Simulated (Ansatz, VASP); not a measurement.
**One calculation of MgS, two programs**

INCAR

```
ALGO = Normal
EDIFF = 1E-6
ENCUT = 520
GGA = PS
ISIF = 2
ISMEAR = 0
LASPH = T
LCHARG = T
LELF = T
LREAL = F
LVHAR = T
LWAVE = F
NBANDS = 11
NELM = 60
PREC = Accurate
SIGMA = 0.05
```

The input KPOINTS:

```
k-points
0
Gamma
  8 8 8
```

The input POSCAR:

```
MgS
1.0
    0.0000000000      2.5366087500      2.6016500000
    2.5366087500      0.0000000000      2.6016500000
    2.5366087500      2.5366087500      0.0000000000
Mg S
1 1
Direct
    0.0000000000      0.0000000000      0.0000000000
    0.5000000000      0.5000000000      0.5000000000
```

Input for Ansatz:

```yaml
crystal:
  lattice:
    - [0.0, 2.53660875, 2.60165]
    - [2.53660875, 0.0, 2.60165]
    - [2.53660875, 2.53660875, 0.0]
  atoms:
    - { symbol: Mg, position: [0.0, 0.0, 0.0] }
    - { symbol: S, position: [0.5, 0.5, 0.5] }
basis:
  ecutwfc: 420
kpoints:
  mp_grid: { grid: [8, 8, 8] }
hamiltonian:
  xc: pbesol
scf:
  occupations: { method: gaussian, width: 0.05 }
output:
  forces: true
  stress: true
  eigenvalues: true
  write_density: true
  write_potential: true
  elf: true
  volumetric_format: npy
```

Change from the starting cell: strain -0.025 along x and y, +0.000 along z, atoms carried along.

Alike in both runs: task single point; functional PBEsol; k mesh 8 × 8 × 8; occupations gaussian, width 0.05 eV; no spin polarisation.

```csv
,VASP,Ansatz
version,VASP 6.6.1,Ansatz 0.2.0
potentials or method,"VASP PAW PBE potentials, release 64 (Mg, S)","scalar-relativistic, plane waves, PAW"
plane-wave cutoff (eV),520,420
valence electrons in the cell,8,16
```

```tsv
	VASP	Ansatz	Ansatz less VASP
gap on the k mesh at the Fermi level (eV)	2.70	2.69	-0.006
least direct gap on the mesh (eV)	3.93	3.93	-0.002
pressure (GPa)	3.2	3.4	+0.19
largest component of the traceless stress (GPa)	2.23	2.23	+0.001
```

The two sets of potentials don't hold the same shells in valence.

Caveats: the PAW data sets were made with another functional, which shifts forces and pressure a little (VASP). A k mesh can miss the band edges.
